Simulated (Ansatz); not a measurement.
Input for Ansatz (plane-wave DFT), KF:

```yaml
crystal:
  lattice:
    - [0.0, 2.654413405, 2.654413405]
    - [2.654413405, 0.0, 2.654413405]
    - [2.654413405, 2.654413405, 0.0]
  atoms:
    - { symbol: K, position: [0.0, 0.0, 0.0] }
    - { symbol: F, position: [0.5, 0.5, 0.5] }
basis:
  ecutwfc: 330
kpoints:
  mp_grid: { grid: [6, 6, 6] }
hamiltonian:
  xc: pbesol
scf:
  occupations: { method: gaussian, width: 0.1 }
output:
  forces: true
  stress: true
  eigenvalues: true
magnetization:
  spin_polarized: true
  initial_magnetization: 0.0
  spin_locking: { lock_magnetization: hard }
```

Command:

```bash
ansatz run input.yaml --threads 1 --pin off --max-ram 1331MiB --backend cpu --events-out ev --progress --plain --runs-dir out
```

From the log (HF is the Harris–Foulkes energy, dr2 the density residual in eV):

```text
Warning: basis.ecutwfc = 330 eV is below the records' recommended 420 eV, and the density's cutoff is lower with it unless basis.ecutrho_ratio is high enough to keep the records' density cutoff: compare with a run at a higher cutoff
Warning: output.stress: scf.convergence.dr2_threshold = 1e-7 eV (the SCF's general default) is looser than the 2e-10 eV advised for a printed stress (1e-10 eV for each atom of the cell: 2). What an SCF threshold leaves in a stress goes as its square root …
Pseudopotential: K, paw, valence charge 9, recommended cutoff 420 eV (normal)
Pseudopotential: F, paw, valence charge 7, recommended cutoff 420 eV (normal)
Crystal: 2 atoms, lattice volume = 37.406 Å³
Basis set: ecut = 330 eV, 531 PW (Γ), exchange–correlation on 48×48×48 points (8 copies of the dense FFT grid, shifted against one another)
Bands: 12, of which v1, the nominal top of the filled ones, is band 8 counted from 1 (7 counted from 0)
Symmetry: 48 space group operations
Space group: Fm-3m (ITA 225), of the structure as read, at distance tolerance 3.3e-5 Å
k-points: 16 of 216
PAW frozen core: K, regenerated for the run's functional, and the local potential with it (the file was generated under x = pbe(κ = 0.804, μ = 0.2195), c = pbe(β = 0.0667))
PAW frozen core: F, regenerated for the run's functional, and the local potential with it (the file was generated under x = pbe(κ = 0.804, μ = 0.2195), c = pbe(β = 0.0667))
Initial density: superposition of atomic densities
SCF iter   1: HF=-2322.290632 eV  Δρ=1.06e-1 (↑1.06e-1 ↓1.06e-1) dr2=1.44e1  dr2_m=0.00e0  M=0.000 μB ∫|m|=0.000 μB
SCF iter   2: HF=-2318.985148 eV  Δρ=2.43e-2 (↑2.43e-2 ↓2.43e-2) dr2=7.02e-1  dr2_m=0.00e0  M=0.000 μB ∫|m|=0.000 μB
SCF iter   3: HF=-2318.844762 eV  Δρ=9.10e-3 (↑9.10e-3 ↓9.10e-3) dr2=1.45e-1  dr2_m=0.00e0  M=0.000 μB ∫|m|=0.000 μB
SCF iter   4: HF=-2318.854111 eV  Δρ=2.82e-3 (↑2.82e-3 ↓2.82e-3) dr2=7.07e-3  dr2_m=0.00e0  M=0.000 μB ∫|m|=0.000 μB
   ...
SCF iter   7: HF=-2318.860253 eV  Δρ=2.82e-5 (↑2.82e-5 ↓2.82e-5) dr2=1.38e-6  dr2_m=0.00e0  M=0.000 μB ∫|m|=0.000 μB
SCF iter   8: HF=-2318.860253 eV  Δρ=4.01e-6 (↑4.01e-6 ↓4.01e-6) dr2=1.70e-8  dr2_m=0.00e0  M=0.000 μB ∫|m|=0.000 μB
SCF iter   9: F=-2318.860253 eV  HF=-2318.860253 eV  Δρ=7.25e-7 (↑7.25e-7 ↓7.25e-7) dr2=9.83e-10  dr2_m=0.00e0  M=0.000 μB ∫|m|=0.000 μB
SCF 1 converged in 9 iterations: F = -2318.860253 eV  dr2 = 9.83e-10
SCF converged after 9 iterations
Stability checked in part: among states of this total moment a probe did not find this state unstable; a lower state of another moment was not looked for (fixed_total_moment; see scf.lower_state_search)
Magnetization: 0.0000 μB (8.0000 up, 8.0000 down)
Absolute magnetization: 0.0000 μB (∫|ρ↑−ρ↓|)
Per-site moments (μB) at R_I (Å): [(0.0, 1.0949), (0.0, 1.0949)]
Free energy (F): -2318.860253 eV
E sigma→0 (E₀):  -2318.860253 eV
Fermi energy:    4.549789 (↑ 4.549789, ↓ 4.549789) eV
--- Forces (eV/Å), atoms counted from 1 ---
  atom   1  K     -0.00000000    -0.00000000    -0.00000000
  atom   2  F      0.00000000     0.00000000    -0.00000000
--- Stress (GPa, compression-positive) ---
       -0.103296      -0.000000      -0.000000
        0.000000      -0.103296       0.000000
        0.000000      -0.000000      -0.103296
  P = ⅓ Tr σ = -0.1033 GPa (-1.033 kbar)
```

Settings here are deliberately varied, not converged.